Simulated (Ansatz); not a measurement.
The system is MgS (Niningerite).

```
S Mg
1.0
     0.00000    2.60165    2.60165
     2.60165    0.00000    2.60165
     2.60165    2.60165    0.00000
S Mg
1 1
Direct
  0.50000 0.50000 0.50000
  0.00000 0.00000 0.00000
```

Base run:

* Program: Ansatz 0.2.0
* Functional: PBE
* Potentials or basis: all-electron PAW datasets made for the crystal
* Cutoff: 200 eV (chosen from the basis error)
* k mesh: 6 × 6 × 6
* Occupations: fermi-dirac, width 0.05 eV
* Spin: no spin polarisation

Its results: band gap on the k mesh 2.78 eV, indirect (least direct gap 3.72 eV); pressure 1.2 GPa.

Question: The run is repeated on the same cell with these changes: functional from PBE to PBE0; cutoff from 200 eV (chosen from the basis error) to 220 eV (chosen from the basis error). What comes out?

Answer: Band gap on the k mesh 4.52 eV, indirect (least direct gap 5.52 eV); pressure -0.4 GPa.

PBE0 gives the wider gap, since exact exchange removes part of the self-interaction.

A k mesh can miss the band edges.

The runs don't all hold the same shells in valence.
